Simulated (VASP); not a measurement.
# Sc (I4/mmm) in VASP: notebook, part 2 of 2

VASP 6.6.1. Earlier steps stand in the parts before.

## (4) Single point, PBE (strain +0.030 along x and y, +0.030 along z, atoms carried along)

Contents of INCAR:

```
PREC = Accurate
ENCUT = 520
EDIFF = 1E-6
ISMEAR = 0
SIGMA = 0.15
LREAL = F
LASPH = T
NELM = 100
ALGO = Fast
ISIF = 2
LWAVE = F
LCHARG = F
GGA = PE
NBANDS = 12
```

Contents of KPOINTS:

```
regular mesh
0
Gamma
  18 18 18
```

Contents of POSCAR:

```
Sc
1.0
   -1.9747216505      1.9747216505      1.7691310900
    1.9747216505     -1.9747216505      1.7691310900
    1.9747216505      1.9747216505     -1.7691310900
Sc
1
Direct
    0.0000000000      0.0000000000      0.0000000000
```

Potentials or basis: VASP PAW PBE potentials, release 64 (Sc_sv).

Command:

```console
cat potpaw_PBE.64/Sc_sv/POTCAR > POTCAR
mpirun -np 1 vasp_std > vasp.out
```

OUTCAR:

```text
PREC = Accurate
   ENCUT = 520
   EDIFF = 1E-6
   ISMEAR = 0
   LREAL = F
   LASPH = T
   NELM = 100
   ISIF = 2
   GGA = PE

 ion  position               nearest neighbor table
   1  0.000  0.000  0.000-

  LATTYP: Found a body centered tetragonal cell.
 ALAT       =     3.9494433010
 C/A-ratio  =     0.8958888406

  Lattice vectors:

 A1 = (  -1.9747216505,   1.9747216505,   1.7691310900)
 A2 = (   1.9747216505,  -1.9747216505,   1.7691310900)
 A3 = (   1.9747216505,   1.9747216505,  -1.7691310900)

Analysis of symmetry for initial positions (statically):
=====================================================================
 Subroutine PRICEL returns:
 Original cell was already a primitive cell.

 Routine SETGRP: Setting up the symmetry group for a
 body centered tetragonal supercell.

 Subroutine GETGRP returns: Found 16 space group operations
 (whereof 16 operations were pure point group operations)
 out of a pool of 16 trial point group operations.

The static configuration has the point symmetry D_4h.

Analysis of symmetry for dynamics (positions and initial velocities):
=====================================================================
 Subroutine PRICEL returns:
 Original cell was already a primitive cell.

 Routine SETGRP: Setting up the symmetry group for a
 body centered tetragonal supercell.

 Subroutine GETGRP returns: Found 16 space group operations
 (whereof 16 operations were pure point group operations)
 out of a pool of 16 trial point group operations.

The dynamic configuration has the point symmetry D_4h.

 Subroutine INISYM returns: Found 16 space group operations
 (whereof 16 operations are pure point group operations),
 and found     1 'primitive' translations

----------------------------------------------------------------------------------------

                                     Primitive cell

  volume of cell :      27.5951
[... 114 lines left out ...]
   AEXX    =    0.0000 exact exchange contribution
   IVDW    =     0    specifies the selected vdW correction
   LEPSILON=     F    determine dielectric tensor
   LRPA    =     F    only Hartree local field effects (RPA)
 non-spin polarized calculation
 RMM-DIIS sequential band-by-band and
 Gauss-broadening in eV      SIGMA  =   0.15
  energy-cutoff  :      520.00
  volume of cell :       27.60
 maximum number of plane-waves:       766
 NGX is ok and might be reduce to    28
   NGX = 13   NGY = 13   NGZ = 13

 number of electron      11.0000000 magnetization

 Free energy of the ion-electron system (eV)
  ---------------------------------------------------
  ext. energy  EPLUGINS =         0.00000000
  ---------------------------------------------------
  free energy    TOTEN  =        -6.11455337 eV

  energy without entropy =       -6.08337945  energy(sigma->0) =       -6.09896641

 E-fermi :   3.1415     XC(G=0):  -9.4398

 val. band max:        3.1413065278   @ k =  -0.1667   0.4444   0.1667
 cond. band min:       3.1417006752   @ k =   0.3333   0.2778   0.0556
 fundamental gap:      0.0003941474
 Fermi energy:         3.1414541456

 k-point     1 :       0.0000    0.0000    0.0000
  band No.  band energies     occupation
      1     -46.7240      2.00000
      2     -25.1929      2.00000
      3     -25.1929      2.00000
      4     -25.1655      2.00000
      5      -1.8512      2.00000
      6       4.0798      0.00000
      7       4.6968      0.00000
      8       4.6968      0.00000
      9       5.2733      0.00000
     10       5.9510      0.00000
     11      15.9876      0.00000
     12      15.9876      0.00000
[... 331 lines left out ...]
 k-point    24 :      -0.2222    0.0556   -0.0000
  band No.  band energies     occupation
      1     -46.7104      2.00000
      2     -25.2734      2.00000
      3     -25.2209      2.00000
      4     -25.1841      2.00000
      5      -0.9107      2.00000
      6       3.9046      0.00000
      7       4.2937      0.00000
      8       5.0945      0.00000
      9       5.3722      0.00000
     10       5.7900      0.00000
     11      14.7473      0.00000
     12      14.9822      0.00000

 [... further k-points ...]

------------------------ aborting loop because EDIFF is reached ----------------------------------------

  FORCE on cell =-STRESS in cart. coord.  units (eV):
  Direction    XX          YY          ZZ          XY          YZ          ZX
  --------------------------------------------------------------------------------------
  -------------------------------------------------------------------------------------
  Total       -0.8460101     -0.8460101     -0.6725279      0.0000000      0.0000000      0.0000000
  in kB      -49.1195491    -49.1195491    -39.0471292      0.0000000      0.0000000      0.0000000
  external PRESSURE =     -45.7620758 kB  Pullay stress =       0.0000000 kB

 VOLUME and BASIS-vectors are now :
 -----------------------------------------------------------------------------
  energy-cutoff  :      520.00
  volume of cell :       27.60
      direct lattice vectors                 reciprocal lattice vectors
    -1.974721651  1.974721651  1.769131090     0.000000000  0.253200242  0.282624619
     1.974721651 -1.974721651  1.769131090     0.253200242  0.000000000  0.282624619
     1.974721651  1.974721651 -1.769131090     0.253200242  0.253200242  0.000000000

 POSITION                                       TOTAL-FORCE (eV/Angst)
 -----------------------------------------------------------------------------------
      0.00000      0.00000      0.00000         0.000000      0.000000     -0.000000
 -----------------------------------------------------------------------------------
    total drift:                               -0.000000     -0.000000     -0.000000

  FREE ENERGIE OF THE ION-ELECTRON SYSTEM (eV)
  ---------------------------------------------------
  free  energy   TOTEN  =        -6.1145533658 eV

  energy  without entropy=       -6.0833794515  energy(sigma->0) =       -6.09896641
```

stdout:

```text
POSCAR found type information on POSCAR Sc
 POSCAR found :  1 types and       1 ions
 scaLAPACK will be used
 LDA part: xc-table for (Slater+PW92), standard interpolation
 POSCAR, INCAR and KPOINTS ok, starting setup
 FFT: planning ... GRIDC
 FFT: planning ... GRID_SOFT
 FFT: planning ... GRID
 WAVECAR not read
 entering main loop
```

It took 2 min on 1 thread of Intel Xeon Platinum 8375C at 2.90GHz (Ice Lake), shared host; peak memory 0.27 GiB.

What came out:

```
Free energy            : -6.1146 eV
Pressure               : -4.6 GPa
Band gap on the k mesh : none (metal or under the smearing width)
```

Stress tensor (GPa, compression positive):
```
-4.91  0.00  0.00
 0.00 -4.91  0.00
 0.00  0.00 -3.90
```

Levels at points of the mesh, in eV from the Fermi level:
```csv
k point,band 1,band 2,band 3,band 4,band 5,band 6,band 7,band 8,band 9,band 10
"(0.00, 0.00, 0.00)",-49.87,-28.33,-28.33,-28.31,-4.99,0.94,1.56,1.56,2.13,2.81
"(0.50, 0.00, 0.00)",-49.82,-28.59,-28.43,-28.34,-1.56,0.10,0.47,2.47,3.10,3.60
"(0.50, 0.50, 0.00)",-49.83,-28.60,-28.38,-28.32,-1.73,-0.05,0.81,2.03,2.59,3.57
"(0.50, 0.50, 0.50)",-49.80,-28.54,-28.54,-28.46,-1.09,-0.90,3.35,3.35,3.46,4.76
```

## (5) The runs side by side

| cell | gap on the mesh (eV) | pressure (GPa) |
| --- | --- | --- |
| strain -0.030 along x and y, +0.015 along z, atoms carried along | none | 1.7 |
| strain -0.030 along x and y, +0.030 along z, atoms carried along | none | 0.9 |
| strain +0.030 along x and y, +0.030 along z, atoms carried along | none | -4.6 |

Alike in all rows: task single point; level PBE; potentials or basis VASP PAW PBE potentials, release 64 (Sc_sv); no spin polarisation; k mesh 18 × 18 × 18; cutoff (eV) 520; smearing gaussian 0.15 eV.

Total energies depend on the potentials used, so only differences within one code and one set of settings carry meaning.
